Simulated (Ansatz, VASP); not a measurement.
# W: VASP beside Ansatz

Contents of INCAR:

```
SYSTEM = W
PREC = Accurate
ENCUT = 520
EDIFF = 1E-6
ISMEAR = -1
SIGMA = 0.05
LREAL = .False.
LASPH = .True.
NELM = 80
ALGO = Normal
ISIF = 2
LWAVE = .False.
LCHARG = .False.
GGA = PE
IVDW = 13
NBANDS = 13
```

Contents of KPOINTS:

```
Automatic mesh
0
Gamma
  12 12 12
  0 0 0
```

File POSCAR:

```
W
1.0
   -1.6031677168      1.6031677168      1.6031677168
    1.6031677168     -1.6031677168      1.6031677168
    1.6031677168      1.6031677168     -1.6031677168
W
1
Direct
    0.0000000000      0.0000000000      0.0000000000
```

Contents of input.yaml:

```yaml
crystal:
  lattice:
    - [-1.6031677168, 1.6031677168, 1.6031677168]
    - [1.6031677168, -1.6031677168, 1.6031677168]
    - [1.6031677168, 1.6031677168, -1.6031677168]
  atoms:
    - { symbol: W, position: [0.0, 0.0, 0.0] }
hamiltonian:
  xc: pbe
  pseudopotentials: { kind: paw }
  dispersion: d4
kpoints:
  mp_grid: { grid: [12, 12, 12] }
scf:
  occupations: { method: fermi_dirac, width: 0.05 }
output:
  forces: true
  stress: true
  eigenvalues: true
```

Alike in both runs: task single point; functional PBE; dispersion D4; k mesh 12 × 12 × 12; occupations fermi-dirac, width 0.05 eV; no spin polarisation.

```csv
,VASP,Ansatz
version,VASP 6.6.1,Ansatz 0.2.0
potentials or method,"VASP PAW PBE potentials, release 64 (W_sv)",Ansatz PAW
plane-wave cutoff (eV),520,420
valence electrons in the cell,14,14
```

```tsv
	VASP	Ansatz	Ansatz less VASP
gap on the k mesh at the Fermi level (eV)	none	none	-
pressure (GPa)	-11.9	-12.3	-0.42
dispersion energy (meV/atom)	-696.0	-695.9	+0.02
```

A gap of «none» marks a metal or a gap that the smearing closes.

Caveats: pairwise dispersion overbinds metals, which lowers pressure and volume. Spin-orbit coupling is left out, which matters for the levels of W.
